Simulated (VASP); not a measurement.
Runs of VASP 6.6.1 on AgCl. All rows change the cell; the cell of one of them follows. The structure is orthorhombic, space group Immm (No. 71). The conventional cell has a = 3.907 Å, b = 3.937 Å, c = 5.546 Å, α = 90.00°, β = 90.00°, γ = 90.00°. Around Ag (site symmetry mmm) lie 6 Cl at 2.77 Å. Cl (site symmetry mmm) is surrounded by 6 Ag at 2.77 Å. 

```csv
cell,gap on the mesh (eV),pressure (GPa)
"strain +0.0075 x Voigt [0, 0, 0, 0, 1, 0], atoms carried along",0.72,-2.7
"strain +0.0225 x Voigt [0, 0, 0, 0, 1, 0], atoms carried along",0.71,-2.7
"strain -0.0600 x Voigt [0, 0, 0, 0, 1, 0], atoms carried along",(a),-2.8
"strain -0.0300 x Voigt [0, 0, 0, 0, 1, 0], atoms carried along",(b),-2.7
```

Alike in all rows: task single point; level PBEsol; potentials or basis VASP PAW PBE potentials, release 64 (Ag, Cl); no spin polarisation; k mesh 8 × 8 × 8; cutoff (eV) 520; smearing gaussian 0.05 eV.

Task: Estimate the missing entries.

Result: (a) 0.67; (b) 0.70.

Caveats: the PAW data sets were made with another functional, which shifts forces and pressure a little.

A k mesh can miss the band edges, and the runs leave out spin-orbit coupling on Ag.
